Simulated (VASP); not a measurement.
## GaSb: relaxation of the atoms with PBEsol

Crystal: GaSb.

```xyz
2
Lattice="0.0000 3.0161 3.0161 3.0161 0.0000 3.0161 3.0161 3.0161 0.0000" Properties=species:S:1:pos:R:3 pbc="T T T"
Ga    6.0322    6.0322    6.0322
Sb    1.5080    1.5080    1.5080
```

The cell isn't the ideal one: a relaxed cell with its volume scaled by 0.96.

```json
{"Program": "VASP 6.6.1", "Task": "relaxation of the atoms", "Functional": "PBEsol", "Potentials or basis": "VASP PAW PBE potentials, release 64 (Ga_d, Sb)", "Cutoff": "600 eV", "k mesh": "10 × 10 × 10", "Occupations": "gaussian, width 0.03 eV", "Spin": "no spin polarisation", "Further INCAR settings": "ALGO = Normal; EDIFF = 1e-07; IBRION = 2; EDIFFG = -0.01; NSW = 40"}
```

The pressure after relaxing is 2.3 GPa and the band gap on the k mesh is 0.30 eV, direct.

Final structure:
```cif
data_structure
_symmetry_space_group_name_H-M 'P 1'
_symmetry_Int_Tables_number 1
_cell_length_a 4.2654
_cell_length_b 4.2654
_cell_length_c 4.2654
_cell_angle_alpha 60.000
_cell_angle_beta 60.000
_cell_angle_gamma 60.000
_cell_volume 54.87
loop_
_atom_site_label
_atom_site_type_symbol
_atom_site_fract_x
_atom_site_fract_y
_atom_site_fract_z
_atom_site_occupancy
Ga1 Ga 0.00000 0.00000 0.00000 1
Sb1 Sb 0.25000 0.25000 0.25000 1
```

Levels at points of the mesh, in eV from the valence-band top:
```csv
k point,band 6,band 7,band 8,band 9,band 10,band 11,band 12,band 13
"(0.00, 0.00, 0.00)",-11.81,0.00,0.00,0.00,0.30,2.74,2.74,2.74
"(0.50, 0.00, 0.00)",-10.06,-6.61,-1.23,-1.23,0.44,3.71,3.71,6.29
"(0.50, 0.50, 0.00)",-9.17,-7.03,-2.74,-2.74,0.79,1.08,8.95,8.95
```

It took 20 s on 1 thread of AMD EPYC 9R45 96-Core Processor (Zen 5), on a shared host, peak memory 0.2 GiB.

Caveat: the relaxation stopped at its first step, so nothing moved; the PAW data sets were made with another functional, which shifts forces and pressure a little; spin-orbit coupling is left out, which moves the levels of the heavy elements. A k mesh can miss the band edges.
